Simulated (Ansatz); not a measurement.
## LiF (Fm-3m) at 3 levels of theory

One geometry, relaxed with PBE; plane waves with PAW potentials in Ansatz, scalar-relativistic. No spin polarisation. Gaps are the least over mesh and band path; pressure is positive in compression, and isn't given for hybrids.

```cif
data_structure
_symmetry_space_group_name_H-M 'Fm-3m'
_symmetry_Int_Tables_number 225
_cell_length_a 4.0686
_cell_length_b 4.0686
_cell_length_c 4.0686
_cell_angle_alpha 90.000
_cell_angle_beta 90.000
_cell_angle_gamma 90.000
_cell_volume 67.35
loop_
_atom_site_label
_atom_site_type_symbol
_atom_site_symmetry_multiplicity
_atom_site_Wyckoff_symbol
_atom_site_fract_x
_atom_site_fract_y
_atom_site_fract_z
_atom_site_occupancy
Li1 Li 4 b 0.50000 0.00000 0.00000 1
F1 F 4 a 0.00000 0.00000 0.00000 1
```

```csv
level,cutoff (eV),k mesh,gap (eV),pressure (GPa)
PBE,420,10×10×10,8.82,0.0
r2SCAN,500,10×10×10,9.79,-4.0
HSE06,420,8×8×8,11.12,-
```

The cell was reached from a generator's guess, though it ends in a space group that the Crystallography Open Database lists for this formula.
